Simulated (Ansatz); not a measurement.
One crystal and one scan (energy against volume) at two levels, PBE (plane waves to 420 eV, PAW, scalar-relativistic; Ansatz, a program for electronic structure) and r2SCAN (plane waves to 500 eV, PAW, scalar-relativistic; Ansatz), each from its own relaxed cell and on its own mesh.

The crystal is LaAlO₃ (cubic perovskite); the cell is scaled evenly about its relaxed volume V₀.

E stands for the smeared free energy. LaAlO3 is run without spin polarisation. LaAlO3 was relaxed with its symmetry unable to fall. This is a high-temperature form of LaAlO3. Both scans cover V/V₀ from 0.940 to 1.060.

| quantity | run 1 | run 2 |
|---|---|---|
| Lattice constant a (Å) | 3.812 | 3.787 |
| Band gap of the relaxed cell, no spin-orbit coupling (eV) | 3.50 | 4.02 |
| Pressure at the smallest volume (GPa) | 13.5 | 15.0 |
| Energy cost of the largest compression (meV/atom) | 26.6 | 28.8 |
| Energy cost of the largest expansion (meV/atom) | 21.5 | 23.4 |
| Bulk modulus B₀ (third-order Birch-Murnaghan fit) (GPa) | 191.8 | 212.0 |
| Pressure for 5 % compression (fit) (GPa) | 11.0 | 12.1 |

Task: Which run is which level?

Result: Run 1 is PBE, run 2 is r2SCAN. PBE gives the higher value for: lattice constant a. PBE gives the lower value for: band gap of the relaxed cell, no spin-orbit coupling; pressure at the smallest volume; energy cost of the largest compression; energy cost of the largest expansion; bulk modulus B₀; pressure for 5 % compression.

(A scan under strain: stresses follow from slopes of the energy per volume, elastic moduli from its curvatures.)
